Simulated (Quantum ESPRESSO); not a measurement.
# HgTe (Coloradoite) (F-43m) in Quantum ESPRESSO: a series of runs, part 4 of 5

Quantum ESPRESSO 7.5.

## Step 5: Energy-loss spectrum, LDA (volume scaled by 0.92)

Input file pw.in:

```
&CONTROL
  calculation = 'scf'
  prefix = 'pwscf'
  outdir = './tmp'
  pseudo_dir = './pseudo'
  tprnfor = .true.
  tstress = .true.
  disk_io = 'low'
  verbosity = 'high'
/
&SYSTEM
  ibrav = 0
  celldm(1) = 8
  nat = 2
  ntyp = 2
  ecutwfc = 45
  ecutrho = 360
  nbnd = 15
  occupations = 'smearing'
  smearing = 'mv'
  degauss = 0.01999163
/
&ELECTRONS
  conv_thr = 4d-10
  electron_maxstep = 120
  mixing_beta = 0.9
/
ATOMIC_SPECIES
Hg   200.5920 hg_lda_v1.uspp.F.UPF
Te   127.6000 te_lda_v1.uspp.F.UPF
CELL_PARAMETERS alat
  0.0000000000000   0.7385018471801   0.7385018471801
  0.7385018471801   0.0000000000000   0.7385018471801
  0.7385018471801   0.7385018471801   0.0000000000000
ATOMIC_POSITIONS crystal
Hg     0.0000000000    0.0000000000    0.0000000000
Te     0.7500000000    0.7500000000    0.7500000000
K_POINTS automatic
6 6 6 0 0 0
```

Input file scf2.in:

```
&CONTROL
  calculation = 'scf'
  prefix = 'pwscf'
  outdir = './tmp'
  pseudo_dir = './pseudo'
  tprnfor = .true.
  tstress = .true.
  disk_io = 'low'
  verbosity = 'high'
/
&SYSTEM
  ibrav = 0
  celldm(1) = 8
  nat = 2
  ntyp = 2
  ecutwfc = 45
  ecutrho = 360
  nbnd = 15
  occupations = 'smearing'
  smearing = 'mv'
  degauss = 0.01999163
/
&ELECTRONS
  conv_thr = 1d-11
  electron_maxstep = 120
  mixing_beta = 0.9
  startingpot = 'file'
  startingwfc = 'file'
/
ATOMIC_SPECIES
Hg   200.5920 hg_lda_v1.uspp.F.UPF
Te   127.6000 te_lda_v1.uspp.F.UPF
CELL_PARAMETERS alat
  0.0000000000000   0.7385018471801   0.7385018471801
  0.7385018471801   0.0000000000000   0.7385018471801
  0.7385018471801   0.7385018471801   0.0000000000000
ATOMIC_POSITIONS crystal
Hg     0.0000000000    0.0000000000    0.0000000000
Te     0.7500000000    0.7500000000    0.7500000000
K_POINTS automatic
6 6 6 0 0 0
```

Input file eels.in:

```
&LR_INPUT
  prefix = 'pwscf'
  outdir = './tmp'
  restart_step = 5000
  restart = .false.
/
&LR_CONTROL
  calculator = 'lanczos'
  approximation = 'TDDFT'
  q1 = 0.1945004581
  q2 = 0.1945004581
  q3 = 0.1945004581
  itermax = 400
/
```

Input file spectrum.in:

```
&LR_INPUT
  prefix = 'pwscf'
  outdir = './tmp'
  eels = .true.
  itermax0 = 400
  itermax = 20000
  extrapolation = 'osc'
  epsil = 0.03
  units = 1
  start = 0
  end = 40
  increment = 0.2
/
```

Input file spectrum_short.in:

```
&LR_INPUT
  prefix = 'pwscf'
  outdir = './tmp'
  eels = .true.
  itermax0 = 266
  itermax = 20000
  extrapolation = 'osc'
  epsil = 0.03
  units = 1
  start = 0
  end = 40
  increment = 0.2
/
```

Potentials or basis: GBRV 1.5 LDA.

Launch:

```
$ OMP_NUM_THREADS=1 pw.x -in pw.in > pw.out
$ OMP_NUM_THREADS=1 pw.x -in scf2.in > scf2.out
$ OMP_NUM_THREADS=1 turbo_eels.x -in eels.in > eels.out
$ OMP_NUM_THREADS=1 turbo_spectrum.x -in spectrum.in > spectrum.out
$ OMP_NUM_THREADS=1 turbo_spectrum.x -in spectrum_short.in > spectrum_short.out
```

pw.out:

```text
This program is part of the open-source Quantum ESPRESSO suite
     for quantum simulation of materials; please cite
[... 9 lines left out ...]
     --------------------
     sticks:   dense  smooth     PW     G-vecs:    dense   smooth      PW
     Sum        1735     859    253                47591    16865    2741

     Using Slab Decomposition

     bravais-lattice index     =            0
     lattice parameter (alat)  =       8.0000  a.u.
     unit-cell volume          =     412.4342 (a.u.)^3
     number of atoms/cell      =            2
     number of atomic types    =            2
     number of electrons       =        18.00
     number of Kohn-Sham states=           15
     kinetic-energy cutoff     =      45.0000  Ry
     charge density cutoff     =     360.0000  Ry
     scf convergence threshold =      4.0E-10
     mixing beta               =       0.9000
     number of iterations used =            8  plain     mixing
     Exchange-correlation= SLA  PZ   NOGX NOGC
                           (   1   1   0   0   0   0   0)

     celldm(1)=   8.000000  celldm(2)=   0.000000  celldm(3)=   0.000000
     celldm(4)=   0.000000  celldm(5)=   0.000000  celldm(6)=   0.000000

     crystal axes: (cart. coord. in units of alat)
               a(1) = (   0.000000   0.738502   0.738502 )
               a(2) = (   0.738502   0.000000   0.738502 )
               a(3) = (   0.738502   0.738502   0.000000 )

     reciprocal axes: (cart. coord. in units 2 pi/alat)
               b(1) = ( -0.677046  0.677046  0.677046 )
               b(2) = (  0.677046 -0.677046  0.677046 )
               b(3) = (  0.677046  0.677046 -0.677046 )

     PseudoPot. # 1 for Hg read from file:
     hg_lda_v1.uspp.F.UPF
     Pseudo is Ultrasoft + core correction, Zval = 12.0
     Generated by new atomic code, or converted to UPF format
     Using radial grid of  985 points,  6 beta functions with:
                l(1) =   0
                l(2) =   0
                l(3) =   1
                l(4) =   1
                l(5) =   2
                l(6) =   2
     Q(r) pseudized with  8 coefficients,  rinner =    2.000   2.000   2.000
                                                       2.000   2.000

     PseudoPot. # 2 for Te read from file:
     te_lda_v1.uspp.F.UPF
     Pseudo is Ultrasoft + core correction, Zval =  6.0
     Generated by new atomic code, or converted to UPF format
     Using radial grid of  891 points,  5 beta functions with:
                l(1) =   0
                l(2) =   0
                l(3) =   1
                l(4) =   1
                l(5) =   2
     Q(r) pseudized with  6 coefficients,  rinner =    1.800   1.800   1.800
                                                       1.800   1.800
[... 325 lines left out ...]
            49 MiB allocation reported by mallinfo(arena+hblkhd)
------------------
     ethr =  2.98E-04,  avg # of iterations =  3.0
[... 43 lines left out ...]
---- Real-time Memory Report at c_bands before calling an iterative solver
           196 MiB given to the printing process from OS
            53 MiB allocation reported by mallinfo(arena+hblkhd)
------------------
     c_bands:  1 eigenvalues not converged
     ethr =  4.57E-07,  avg # of iterations =  3.2

     total energy              =    -134.06258240 Ry
     estimated scf accuracy    <       0.00000248 Ry

     iteration #  6     ecut=    45.00 Ry     beta= 0.90
     Davidson diagonalization with overlap
[... 25 lines left out ...]
---- Real-time Memory Report at c_bands before calling an iterative solver
           198 MiB given to the printing process from OS
            55 MiB allocation reported by mallinfo(arena+hblkhd)
------------------
     ethr =  1.05E-11,  avg # of iterations =  2.0

     End of self-consistent calculation

          k = 0.0000 0.0000 0.0000 (  2085 PWs)   bands (ev):

    -5.6177  -0.7245  -0.7245  -0.7245  -0.0576  -0.0576   6.5659   7.2758
     7.2758   7.2758  11.2001  11.2001  11.2001  13.6625  17.1384

     occupation numbers
     1.0000   1.0000   1.0000   1.0000   1.0000   1.0000   1.0205   0.2077
     0.2077   0.2077   0.0000   0.0000   0.0000   0.0000   0.0000
[... 60 lines left out ...]
     occupation numbers
     1.0000   1.0000   1.0000   1.0000   1.0000   1.0000   1.0000   1.0000
     1.0000   0.0000   0.0000   0.0000   0.0000   0.0000   0.0000

          k = 0.0000-0.2257 0.2257 (  2099 PWs)   bands (ev):

    -5.2238  -0.6245  -0.6127  -0.5541  -0.0860  -0.0251   3.5663   5.3973
     6.7146   8.8893  11.4039  11.9341  12.3003  15.0634  16.3760

     occupation numbers
     1.0000   1.0000   1.0000   1.0000   1.0000   1.0000   1.0000   1.0000
     1.0658   0.0000   0.0000   0.0000   0.0000   0.0000   0.0000
[... 24 lines left out ...]
     occupation numbers
     1.0000   1.0000   1.0000   1.0000   1.0000   1.0000   1.0000   1.0000
     1.0000   0.0000   0.0000   0.0000   0.0000   0.0000   0.0000

          k =-0.6770 0.0000 0.0000 (  2100 PWs)   bands (ev):

    -4.6517  -0.5876  -0.2833  -0.2833   0.0431   0.5063   1.1788   4.5082
     4.5082   8.9633   9.3239  15.6620  16.5798  16.5798  17.6075

     occupation numbers
     1.0000   1.0000   1.0000   1.0000   1.0000   1.0000   1.0000   1.0000
     1.0000   0.0000   0.0000   0.0000   0.0000   0.0000   0.0000
[... 15 lines left out ...]
     occupation numbers
     1.0000   1.0000   1.0000   1.0000   1.0000   1.0000   1.0000   1.0000
     1.0000   0.0000   0.0000   0.0000   0.0000   0.0000   0.0000

          k =-0.6770 0.2257 0.0000 (  2126 PWs)   bands (ev):

    -4.6533  -0.4893  -0.3595  -0.2217  -0.0276   0.6971   1.0550   4.1006
     4.2903  10.0150  10.6559  13.7652  13.8210  17.2018  18.5205

     occupation numbers
     1.0000   1.0000   1.0000   1.0000   1.0000   1.0000   1.0000   1.0000
     1.0000   0.0000   0.0000   0.0000   0.0000   0.0000   0.0000

     the Fermi energy is     7.1862 ev

!    total energy              =    -134.06258370 Ry
     estimated scf accuracy    <          5.2E-11 Ry
     smearing contrib. (-TS)   =       0.00060065 Ry
     internal energy E=F+TS    =    -134.06318435 Ry

     The total energy is F=E-TS. E is the sum of the following terms:
     one-electron contribution =     -28.91984070 Ry
     hartree contribution      =      27.64949720 Ry
     xc contribution           =     -53.17608391 Ry
     ewald contribution        =     -79.61675694 Ry

     convergence has been achieved in   8 iterations

     Forces acting on atoms (cartesian axes, Ry/au):

     atom    1 type  1   force =    -0.00000000   -0.00000000   -0.00000000
     atom    2 type  2   force =     0.00000000    0.00000000    0.00000000
     The non-local contrib.  to forces
     atom    1 type  1   force =     0.00000000   -0.00000000   -0.00000000
     atom    2 type  2   force =     0.00000000   -0.00000000    0.00000000
     The ionic contribution  to forces
     atom    1 type  1   force =     0.00000000    0.00000000   -0.00000000
     atom    2 type  2   force =    -0.00000000    0.00000000   -0.00000000
     The local contribution  to forces
     atom    1 type  1   force =    -0.00000000   -0.00000000   -0.00000000
     atom    2 type  2   force =    -0.00000000   -0.00000000    0.00000000
     The core correction contribution to forces
     atom    1 type  1   force =     0.00000000    0.00000000   -0.00000000
     atom    2 type  2   force =     0.00000000   -0.00000000    0.00000000
     The Hubbard contrib.    to forces
     atom    1 type  1   force =     0.00000000    0.00000000    0.00000000
     atom    2 type  2   force =     0.00000000    0.00000000    0.00000000
     The SCF correction term to forces
     atom    1 type  1   force =     0.00000000   -0.00000000   -0.00000000
     atom    2 type  2   force =     0.00000000    0.00000000    0.00000000

     Total force =     0.000000     Total SCF correction =     0.000000

     Computing stress (Cartesian axis) and pressure

          total   stress  (Ry/bohr**3)                   (kbar)     P=       59.26
   0.00040286  -0.00000000   0.00000000           59.26       -0.00        0.00
  -0.00000000   0.00040286   0.00000000           -0.00       59.26        0.00
   0.00000000  -0.00000000   0.00040286            0.00       -0.00       59.26

     kinetic stress (kbar)   6434.20     -0.00      0.00
                               -0.00   6434.20     -0.00
                                0.00      0.00   6434.20

     local   stress (kbar)   5330.60      0.00     -0.00
                                0.00   5330.60      0.00
                               -0.00      0.00   5330.60

     nonloc. stress (kbar)  -2560.96     -0.00     -0.00
                               -0.00  -2560.96     -0.00
                               -0.00     -0.00  -2560.96

     hartree stress (kbar)   3287.30      0.00      0.00
                                0.00   3287.30      0.00
                                0.00      0.00   3287.30

     exc-cor stress (kbar)   9890.56      0.00      0.00
                                0.00   9890.56      0.00
                                0.00      0.00   9890.56

     corecor stress (kbar) -12856.66     -0.00     -0.00
                               -0.00 -12856.66     -0.00
                               -0.00     -0.00 -12856.66

     ewald   stress (kbar)  -9465.78      0.00      0.00
                                0.00  -9465.78      0.00
                                0.00      0.00  -9465.78

     hubbard stress (kbar)      0.00      0.00      0.00
                                0.00      0.00      0.00
                                0.00      0.00      0.00

     DFT-D   stress (kbar)      0.00      0.00      0.00
                                0.00      0.00      0.00
                                0.00      0.00      0.00

     XDM     stress (kbar)      0.00      0.00      0.00
                                0.00      0.00      0.00
                                0.00      0.00      0.00

     dft-nl  stress (kbar)      0.00      0.00      0.00
                                0.00      0.00      0.00
                                0.00      0.00      0.00

     TS-vdW  stress (kbar)      0.00      0.00      0.00
                                0.00      0.00      0.00
                                0.00      0.00      0.00

     MDB     stress (kbar)      0.00      0.00      0.00
                                0.00      0.00      0.00
                                0.00      0.00      0.00

     3D-RISM stress (kbar)      0.00      0.00      0.00
                                0.00      0.00      0.00
                                0.00      0.00      0.00

=------------------------------------------------------------------------------=
   JOB DONE.
=------------------------------------------------------------------------------=
```

It took 10 min on 1 thread of Intel Xeon Platinum 8259CL at 2.50GHz (Skylake/Cascade Lake), shared host; peak memory 0.36 GiB.

What came out:

* Free energy: -1824.0144 eV
* Pressure: 5.9 GPa
* Band gap on the k mesh: none (metal or under the smearing width)
* Peak of the energy-loss function: 15.8 eV

Levels at points of the mesh, in eV from the Fermi level:
| k point | band 5 | band 6 | band 7 | band 8 | band 9 | band 10 | band 11 | band 12 | band 13 | band 14 |
| --- | --- | --- | --- | --- | --- | --- | --- | --- | --- | --- |
| (0.00, 0.00, 0.00) | -7.24 | -7.24 | -0.62 | 0.09 | 0.09 | 0.09 | 4.01 | 4.01 | 4.01 | 6.48 |
| (0.00, 0.00, -0.50) | -7.21 | -6.88 | -6.20 | -1.13 | -1.13 | 0.61 | 4.93 | 4.93 | 6.73 | 8.13 |
| (0.00, -0.50, -0.50) | -7.14 | -6.68 | -6.01 | -2.68 | -2.68 | 1.78 | 2.14 | 8.48 | 9.39 | 9.39 |

Energy-loss function at q = [0.28868, 0.28868, 0.28868] (Å⁻¹, cartesian):
```csv
energy (eV),loss
0.0,0.000
1.8,0.010
3.4,0.054
5.2,0.118
7.0,0.211
8.6,0.348
10.4,0.482
12.2,0.669
13.8,0.959
15.6,1.199
17.4,1.087
19.0,0.959
20.8,0.857
22.4,0.728
24.2,0.617
26.0,0.534
27.6,0.463
29.4,0.397
31.2,0.370
32.8,0.390
34.6,0.371
36.4,0.293
38.0,0.257
39.8,0.236
```

Caveat: the Lanczos chain is short for so many electrons, so humps in the spectrum may be artefacts. The run has no spin-orbit coupling, so splittings on Hg, Te are missing.

(Part 4 of 5 ends here.)
